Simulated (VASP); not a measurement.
MoS2: single point with RPBE+D4

The system is MoS2.

```
CELL_PARAMETERS angstrom
3.21070 0.00000 0.00000
-1.60535 2.78055 0.00000
0.00000 0.00000 12.48618
ATOMIC_POSITIONS crystal
Mo 0.66667 0.33333 0.75000
Mo 0.33333 0.66667 0.25000
S 0.66667 0.33333 0.37700
S 0.33333 0.66667 0.87700
S 0.66667 0.33333 0.12300
S 0.33333 0.66667 0.62300
```

```json
{
 "Program": "VASP 6.6.1",
 "Task": "single point",
 "Functional": "RPBE",
 "Dispersion": "D4",
 "Potentials or basis": "VASP PAW PBE potentials, release 64 (Mo_sv, S)",
 "Cutoff": "520 eV",
 "k mesh": "10 × 10 × 3",
 "Occupations": "fermi-dirac, width 0.05 eV",
 "Spin": "no spin polarisation"
}
```

- Pressure: -8.6 GPa
- Largest force: 0.658 eV/Å
- Band gap on the k mesh: 1.02 eV, indirect (least direct gap 1.78 eV)
- Dispersion energy per atom: -0.837 eV

Forces in eV/Å, atoms in the order of the input:
```
Mo   0.000  0.000  0.000
Mo   0.000  0.000  0.000
S    0.000  0.000 -0.658
S    0.000  0.000 -0.658
S    0.000  0.000  0.658
S    0.000  0.000  0.658
```

Stress tensor (GPa, compression positive):
```
-8.69  0.00  0.00
 0.00 -8.69  0.00
 0.00  0.00 -8.39
```

Levels at points of the mesh, in eV from the valence-band top:
| k point | band 24 | band 25 | band 26 | band 27 | band 28 | band 29 |
| --- | --- | --- | --- | --- | --- | --- |
| (0.00, 0.00, 0.00) | -1.16 | -0.98 | 0.00 | 2.06 | 2.06 | 2.09 |
| (0.50, 0.00, 0.00) | -1.47 | -1.28 | -1.16 | 1.57 | 1.61 | 1.97 |

Run time: 80 s on 1 thread of AMD EPYC 9R45 (Zen 5), with other jobs on the host, peak memory 0.23 GiB.

The gap isn't set beside the measured one, since this odd mesh misses points on the zone boundary.

Caveat: the PAW data sets were made with another functional, which shifts forces and pressure a little; an odd mesh through Γ misses points on the zone boundary, where band edges often lie.
